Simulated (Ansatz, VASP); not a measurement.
# One calculation of NaCl, two programs

```xyz
2
Lattice="2.5092 2.5092 0.0000 -2.5092 2.5092 0.0000 0.0000 2.5092 2.5092" Properties=species:S:1:pos:R:3 pbc="T T T"
Na    0.0000    0.0000    0.0000
Cl    0.0000    2.5092    0.0000
```

Alike in both runs: task single point; functional LDA; k mesh 8 × 8 × 8; no spin polarisation.

|  | VASP | Ansatz |
| --- | --- | --- |
| version | VASP 6.6.1 | Ansatz 0.2.0 |
| potentials or method | VASP PAW LDA potentials, release 64 (Na_pv, Cl), cutoff 520 eV | all-electron LAPW, scalar-relativistic |
| occupations | gaussian, width 0.01 eV | fixed |

```csv
,VASP,Ansatz,Ansatz less VASP
gap on the k mesh at the Fermi level (eV),6.44,6.43,-0.008
pressure (GPa),15.1,15.0,-0.09
```

Ansatz ran all-electron here, so the differences hold the error of VASP's frozen core and of both bases.

Caveats: so large a pressure means that the cell lies far from this level's equilibrium, or that cutoff or potentials fall short (VASP).
